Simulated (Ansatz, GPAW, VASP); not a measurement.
One calculation of Al2Pt, 4 ways

```
CELL_PARAMETERS angstrom
0.00000 2.95500 2.95500
2.95500 0.00000 2.95500
2.95500 2.95500 0.00000
ATOMIC_POSITIONS crystal
Pt 0.00000 0.00000 0.00000
Al 0.75000 0.75000 0.75000
Al 0.25000 0.25000 0.25000
```

Alike in all runs: task equation of state; functional PBEsol; k mesh 8 × 8 × 8; occupations fermi-dirac, width 0.05 eV; no spin polarisation; no spin-orbit coupling.

```tsv
program and potentials	plane-wave cutoff (eV)	notes	equilibrium volume (Å³/atom)	bulk modulus (GPa)
Ansatz, Ansatz PAW	420	potentials made for PBE, which Ansatz adapts in part	?	?
GPAW, PAW data sets generated for this functional	600	-	17.14	137.8
VASP, PBE PAW files Al, Pt, 520 eV	520	potentials made for PBE	17.08	139.2
Ansatz, all-electron LAPW, scalar-relativistic	-	-	17.08	138.2
```

**Question.** Estimate from the other rows what the run with Ansatz, Ansatz PAW gave.

**Answer.** Equilibrium volume 17.09 Å³/atom; bulk modulus 138.6 GPa. The other rows, which needn't bracket it: equilibrium volume 17.08 to 17.14; bulk modulus 137.8 to 139.2.
